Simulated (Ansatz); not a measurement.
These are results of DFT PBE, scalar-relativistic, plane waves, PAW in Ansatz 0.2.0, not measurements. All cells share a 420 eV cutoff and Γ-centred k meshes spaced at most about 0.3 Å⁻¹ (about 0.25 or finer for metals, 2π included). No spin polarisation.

Temperature and zero-point effects are left out.

Compare these two cells of SnH7, each relaxed at this level.

1.

```
Sn H
1.0
     0.00000    3.19968    3.19968
     3.19968    0.00000    3.19968
     3.19968    3.19968    0.00000
Sn H
1 7
Direct
  0.75000 0.75000 0.75000
  0.64653 0.35347 0.35347
  0.35347 0.64653 0.64653
  0.64653 0.64653 0.35347
  0.35347 0.35347 0.64653
  0.35347 0.64653 0.35347
  0.64653 0.35347 0.64653
  0.25000 0.25000 0.25000
```

2.

```
Sn H
1.0
     0.00000    2.94620    2.94620
     2.94620    0.00000    2.94620
     2.94620    2.94620    0.00000
Sn H
1 7
Direct
  0.00000 0.00000 0.00000
  0.50000 0.50000 0.50000
  0.50000 0.00000 0.00000
  0.50000 0.00000 0.50000
  0.00000 0.50000 0.50000
  0.00000 0.50000 0.00000
  0.50000 0.50000 0.00000
  0.00000 0.00000 0.50000
```

Task: Which would you expect to be lower, and how large is the difference?

Result: They are level within the accuracy (2 meV/atom apart, with cell 1 the lower in these runs). Cell 1 has space group F-43m (No. 216), 8.2 Å³/atom and no gap on its mesh; cell 2 has Sn and H ordered on fcc sites, space group Fm-3m (No. 225), 6.4 Å³/atom and no gap. Even the lower one lies +1.11 eV/atom against the reference forms of the elements (uncorrected), so neither is stable at this level. In cell 1, Sn has 12 H at 2.36 Å; H on a site of symmetry 2mm is surrounded by 4 H at 1.33 Å, 1 H at 1.88 Å, 2 H at 2.36 Å and 2 Sn at 2.36 Å; H on a site of symmetry -43m has 12 H at 2.36 Å (long contacts). In cell 2, Sn is surrounded by 12 H at 2.08 Å; H on a site of symmetry m-3m has 12 H at 2.08 Å (long contacts); H on a site of symmetry mmm is surrounded by 10 H at 2.08 Å and 2 Sn at 2.08 Å. Both come from invented guesses.

The k mesh leaves some 4 meV/atom of noise in the energy of each metallic cell. With hydrogen, zero-point motion can shift such differences by 10 meV/atom or more. Cells relaxed within their symmetry can be saddle points.
